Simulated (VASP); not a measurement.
The system is PbSe (Clausthalite).

```
Pb Se
1.0
     0.00000    3.06065    3.06065
     3.06065    0.00000    3.06065
     3.06065    3.06065    0.00000
Pb Se
1 1
Direct
  0.00000 0.00000 0.00000
  0.50000 0.50000 0.50000
```

| Property | Result |
| --- | --- |
| Program | VASP 6.6.1 |
| Task | relaxation of cell and atoms |
| Functional | BLYP |
| Dispersion | D3 |
| Potentials or basis | VASP PAW PBE potentials, release 64 (Pb_d, Se) |
| Cutoff | 600 eV |
| k mesh | 8 × 8 × 8 |
| Occupations | fermi-dirac, width 0.05 eV |
| Spin | no spin polarisation |

At the start: pressure 4.0 GPa; volume 28.67 Å³/atom.

Problem. How do energy, volume and symmetry change on relaxing?

Solution. Over 3 steps the energy falls by 41.2 meV/atom and the volume is 32.97 Å³/atom (+15.0 %); space group Fm-3m (No. 225, to 0.05 Å).

The path:
| step | energy change (eV) | largest force (eV/Å) | pressure (GPa) | volume (Å³) |
| --- | --- | --- | --- | --- |
| 1 | 0.0000 | 0.0000 | 3.97 | 57.34 |
| 2 | -0.0639 | 0.0000 | 1.01 | 63.44 |
| 3 | -0.0824 | 0.0000 | -0.06 | 65.94 |

Final structure:
```
CELL_PARAMETERS angstrom
0.00000 3.20652 3.20652
3.20652 0.00000 3.20652
3.20652 3.20652 0.00000
ATOMIC_POSITIONS crystal
Pb 0.00000 0.00000 0.00000
Se 0.50000 0.50000 0.50000
```

The cell as given is a measured one (28.67 Å³/atom); BLYP+D3 puts the equilibrium volume +15.0 % from it, thermal expansion not counted.

Caveat: the PAW data sets were made with another functional, which shifts forces and pressure a little; the volume moved by +15 % from the deposited cell, more than functionals usually miss.
